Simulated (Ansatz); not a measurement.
# NiSb in the rocksalt structure: a workflow

Method: PBE, scalar-relativistic; collinear spin; PAW, 420 eV, 12×12×12 k-mesh, Gaussian smearing of 0.05 eV; code Ansatz; PAW files: Ansatz's generated set soft_2.

The start was a prototype's sites filled with these elements. The Crystallography Open Database lists the compound in space group P63/mmc, so this is a trial structure.

Starting cell:

```yaml
crystal:
  lattice:
    - [0.00000, 2.62704, 2.62704]
    - [2.62704, 0.00000, 2.62704]
    - [2.62704, 2.62704, 0.00000]
  atoms:
    - { symbol: Ni, position: [0.50000, 0.50000, 0.50000] }
    - { symbol: Sb, position: [0.00000, 0.00000, 0.00000] }
```

Starting moments (μB, in the order of the atoms): 0.8, 0.0.

The steps in volume:

```tsv
run	level	k-mesh	kind	V (Å³/atom)	P (GPa)	E − E(final) (meV/atom)	gap on the mesh (eV)
1	PBE	12×12×12	fixed cell	18.13	0.8	0.4	metal
2	PBE	12×12×12	fixed cell	18.23	0.2	0.0	metal
3	PBE	12×12×12	fixed cell	18.27	0.0	0.0	metal
```

Cell and atoms are those of this level's equilibrium.

The final structure (symmetry read at 0.01 Å). Symmetry: Fm-3m, No. 225, cubic system. Conventional cell: a = 5.267 Å, b = 5.267 Å, c = 5.267 Å, α = 90.00°, β = 90.00°, γ = 90.00°. Around Ni (site symmetry m-3m) lie 6 Sb at 2.63 Å. Sb (site symmetry m-3m) has 6 Ni at 2.63 Å as nearest neighbours. (Neighbours are counted to 15 % beyond the shortest distance.)

| atom | site | symmetry | x | y | z |
| --- | --- | --- | --- | --- | --- |
| Ni | 4b | m-3m | 0.5000 | 0.0000 | 0.0000 |
| Sb | 4a | m-3m | 0.0000 | 0.0000 | 0.0000 |

- None of 4 magnetic starts ended more than 0.5 meV/atom under the solution without spin polarisation.
- At the final geometry the gap, band path included, is zero (metallic) and no site carries a moment.
- The equation of state gives B0 = 104 GPa and B0′ = 4.8.
- Against the elements' standard states, run alike and uncorrected, the formation energy is 0.01 eV/atom.

**Why it comes out so.**

The calculation's cell holds 33 valence electrons, an odd number. Without magnetic order each band takes two, so one stays part-filled and the crystal must be a metal. (Only strong correlation, outside this picture, could make a Mott insulator of it.)

Spin–orbit coupling, which matters for such heavy elements, is left out.
